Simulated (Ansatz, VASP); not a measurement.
Two plane-wave programs on NaF (Villiaumite)

INCAR

```
SYSTEM = NaF
  PREC = Accurate
  ENCUT = 600
  EDIFF = 1E-6
  ISMEAR = 0
  SIGMA = 0.01
  LREAL = .False.
  LASPH = .True.
  NELM = 100
  ALGO = Normal
  ISIF = 3
  LWAVE = .False.
  LCHARG = .False.
  GGA = PE
  IBRION = 2
  NSW = 80
  EDIFFG = -0.001
```

The input KPOINTS:

```
regular mesh
0
Gamma
  8 8 8
  0 0 0
```

The input POSCAR:

```
NaF
1.0
    0.0000000000      2.3497438127      2.3497438127
    2.3497438127      0.0000000000      2.3497438127
    2.3497438127      2.3497438127      0.0000000000
Na F
1 1
Direct
    0.0000000000      0.0000000000      0.0000000000
    0.5000000000      0.5000000000      0.5000000000
```

Input for Ansatz:

```yaml
crystal:
  lattice:
    - [0.0, 2.3497438127, 2.3497438127]
    - [2.3497438127, 0.0, 2.3497438127]
    - [2.3497438127, 2.3497438127, 0.0]
  atoms:
    - { symbol: Na, position: [0.0, 0.0, 0.0] }
    - { symbol: F, position: [0.5, 0.5, 0.5] }
basis:
  ecutwfc: 420
kpoints:
  mp_grid: { grid: [8, 8, 8] }
hamiltonian:
  xc: pbe
scf:
  occupations: { method: fixed }
output:
  forces: true
  stress: true
  eigenvalues: true
relax:
  adjacent_minimum: "off"
  f_tol: 0.001
  max_steps: 60
  cell: { stress_tol: 0.01 }
```

Alike in both runs: task relaxation of cell and atoms; functional PBE; k mesh 8 × 8 × 8; no spin polarisation.

|  | VASP | Ansatz |
| --- | --- | --- |
| version | VASP 6.6.1 | Ansatz 0.2.0 |
| potentials or method | VASP PAW PBE potentials, release 64 (Na_pv, F) | scalar-relativistic, plane waves, PAW |
| plane-wave cutoff (eV) | 600 | 420 |
| occupations | gaussian, width 0.01 eV | fixed |
| valence electrons in the cell | 14 | 16 |

```tsv
	VASP	Ansatz	Ansatz less VASP
gap on the k mesh at the Fermi level, each at its own relaxed structure (eV)	6.10	6.09	-0.012
relaxed volume (Å³/atom)	12.92	12.99	+0.062
relaxed cell length with the largest relative difference (Å)	3.319	3.324	+0.0053
```

The two sets of potentials don't hold the same shells in valence.
